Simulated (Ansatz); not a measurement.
The elements of this relaxed trial crystal are hidden behind letters.

```
lattice vectors (Å)
   6.8709    0.0000    0.0000
   0.0000    6.8709    0.0000
   0.0000    0.0000    3.8524
fractional positions
X 0.6699 0.6699 0.5000
X 0.1699 0.8301 0.2500
X 0.3301 0.3301 0.0000
X 0.8301 0.1699 0.7500
Z 0.8274 0.8274 0.0000
Z 0.3274 0.6726 0.7500
Z 0.1726 0.1726 0.5000
Z 0.6726 0.3274 0.2500
```

Theory: DFT PBE, scalar-relativistic, plane waves, PAW in Ansatz 0.2.0. The final run on the 8-atom cell used 420 eV, a Γ-centred 4×4×8 mesh, 0.02 eV smearing and no spin polarisation.

- Space group: P4_12_12 (No. 92)
- Conventional cell: a = 6.871 Å, c = 3.852 Å
- Volume per atom: 22.73 Å³
- Density: 4.99 g/cm³
- Energy over the elements: −0.076 eV/atom
- Gap on the 4×4×8 mesh of the 8-atom cell: 1.33 eV

Energies are uncorrected and count from the elements' standard states at the same level.

Question: X is an s-block element of period 2 and Z is a p-block element of period 5. Which elements are they?

Answer: X = Be, Z = Te, so the formula is BeTe. Density times volume gives a mean mass of 4.99 × 22.73/1.6605 = 68.3 u per atom, and this set has 68.3 u. Among the elements that the hints allow, noble gases aside, only these give it. Be is surrounded by 4 Te at 2.46–2.54 Å; Te is surrounded by 4 Be at 2.46–2.54 Å.

Spin–orbit coupling, which can matter for Te, is left out. Kohn–Sham gaps at this level usually fall short of measured ones. The missing spin–orbit coupling can work the other way here. A structure relaxed within its symmetry needn't be a true minimum.
